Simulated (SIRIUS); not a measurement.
# TaN: equation of state with RPBE

Crystal: TaN.

```
Ta N
1.0
     0.00000    2.21132    2.21132
     2.21132    0.00000    2.21132
     2.21132    2.21132    0.00000
Ta N
1 1
Direct
  0.50000 0.50000 0.50000
  0.00000 0.00000 0.00000
```

The cell comes from a database or a generator and needn't be the stable form of this composition.

- Program: SIRIUS 7.12.0
- Task: equation of state
- Functional: RPBE
- Potentials or basis: all-electron FP-LAPW
- Cutoff: 293 eV
- Basis: apw+lo standard
- k mesh: 10 × 10 × 10
- Occupations: fermi-dirac, width 0.05 eV
- Spin: no spin polarisation
- Muffin tin radii: N 1.51, Ta 2.51 bohr
- Basis cutoff (gk_cutoff): 4.64 1/bohr
- Cutoff of density and potential (pw_cutoff): 24 1/bohr
- lmax of the basis: 13
- lmax of density and potential: 8
- Valence relativity: iora
- Core states: N 1s, Ta 1s2s2p3s3p3d4s4p4d
- Local orbitals (radial functions): N 10, Ta 17
- Smallest sphere radius times basis cutoff: 7.01

The equilibrium volume is 10.93 Å³/atom, the bulk modulus is 312 GPa and the pressure derivative of the bulk modulus is 4.8 (rough: it moves with the points fitted).

Energy against volume, from the lowest point:
```csv
volume (Å³/atom),energy (meV/atom)
10.164,59.31
10.381,28.80
10.597,9.65
10.813,0.39
11.030,0.00
11.246,7.48
11.462,22.17
```

All runs of the series together: 19 min on 1 thread of Arm Neoverse V1, with other jobs on the host.

The run has no spin-orbit coupling, so splittings on Ta are missing.
